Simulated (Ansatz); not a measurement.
A run of Ansatz 0.2.0 is set up as follows.

File input.yaml:

```yaml
crystal:
  lattice:
    - [1.4021288975, 0.8095194964, 6.9742947559]
    - [-1.4021288975, 0.8095194964, 6.9742947559]
    - [0.0, -1.6190389928, 6.9742947559]
  atoms:
    - { symbol: Ni, position: [0.0, 0.0, 0.0], spin: 1.0 }
    - { symbol: O, position: [0.378789, 0.378789, 0.378789] }
    - { symbol: O, position: [0.621211, 0.621211, 0.621211] }
hamiltonian:
  xc: pbesol
  pseudopotentials: { kind: paw, source: jth, xc_functional: pbe }
magnetization:
  spin_polarized: true
kpoints:
  mp_grid: { grid: [11, 11, 11] }
  band_path:
    path:
      - [[0.0, 0.0, 0.0], [0.5, 0.0, 0.0], [0.5, 0.175648454, -0.175648454]]
      - [[0.824351546, 0.5, 0.175648454], [0.5, 0.5, 0.5], [0.0, 0.0, 0.0], [0.337824227, 0.0, -0.337824227]]
      - [[0.662175773, 0.337824227, 0.0], [0.5, 0.5, 0.0], [0.662175773, 0.662175773, 0.175648454], [0.5, 0.5, 0.5]]
      - [[0.5, 0.0, 0.0], [0.824351546, 0.337824227, 0.337824227]]
    npoints: 14
scf:
  occupations: { method: fermi_dirac, width: 0.05 }
  n_extra_bands: 7
output:
  forces: true
  stress: true
  eigenvalues: true
  fatbands: false
  write_density: true
  write_potential: true
  elf: true
  volumetric_format: npy
```

Potentials or basis: JTH PAW.

Launch:

```sh
$ ansatz run input.yaml --threads 2 --pin off --max-ram 5632MiB --backend cpu --events-out ev --progress --plain --runs-dir out
```

Q: What does it give for the absolute moment?

A: 0.00 μB per cell.

Q: Estimate the net moment.

A: 0.00 μB per cell.

Q: What does it give for the band gap along the path?

A: 1.24 eV, indirect (least direct gap 1.44 eV).

Q: What does it give for the band gap on the k mesh?

A: 1.25 eV, indirect (least direct gap 1.51 eV).

Levels at the corners of the path, in eV from the valence-band top:
Spin up:
```csv
point,band 13,band 14,band 15,band 16,band 17,band 18
Γ,-0.94,-0.94,-0.11,2.36,2.36,7.00
L,-1.54,-1.48,-0.88,1.73,2.25,12.01
B1,-1.61,-0.64,-0.56,1.59,1.61,14.10
B,-1.61,-0.64,-0.56,1.59,1.61,14.10
Z,-0.94,-0.94,-0.09,2.36,2.36,7.84
Γ,-0.94,-0.94,-0.11,2.36,2.36,7.00
X,-1.61,-0.61,-0.58,1.60,1.60,14.21
Q,-1.61,-0.61,-0.58,1.60,1.60,14.21
F,-1.54,-1.49,-0.88,1.72,2.25,12.26
P1,-1.53,-1.47,-0.88,1.72,2.24,12.05
Z,-0.94,-0.94,-0.09,2.36,2.36,7.84
L,-1.54,-1.48,-0.88,1.73,2.25,12.01
P,-1.53,-1.47,-0.88,1.72,2.24,12.05
```
Spin down:
| point | band 13 | band 14 | band 15 | band 16 | band 17 | band 18 |
| --- | --- | --- | --- | --- | --- | --- |
| Γ | -0.94 | -0.94 | -0.11 | 2.36 | 2.36 | 7.00 |
| L | -1.54 | -1.48 | -0.88 | 1.73 | 2.25 | 12.01 |
| B1 | -1.61 | -0.64 | -0.56 | 1.59 | 1.61 | 14.10 |
| B | -1.61 | -0.64 | -0.56 | 1.59 | 1.61 | 14.10 |
| Z | -0.94 | -0.94 | -0.09 | 2.36 | 2.36 | 7.84 |
| Γ | -0.94 | -0.94 | -0.11 | 2.36 | 2.36 | 7.00 |
| X | -1.61 | -0.61 | -0.58 | 1.60 | 1.60 | 14.21 |
| Q | -1.61 | -0.61 | -0.58 | 1.60 | 1.60 | 14.21 |
| F | -1.54 | -1.49 | -0.88 | 1.72 | 2.25 | 12.26 |
| P1 | -1.53 | -1.47 | -0.88 | 1.72 | 2.24 | 12.05 |
| Z | -0.94 | -0.94 | -0.09 | 2.36 | 2.36 | 7.84 |
| L | -1.54 | -1.48 | -0.88 | 1.73 | 2.25 | 12.01 |
| P | -1.53 | -1.47 | -0.88 | 1.72 | 2.24 | 12.05 |

Caveat: the starting moments weren't kept. Expect the measured gap to be larger: semilocal functionals such as PBEsol lack the derivative discontinuity.
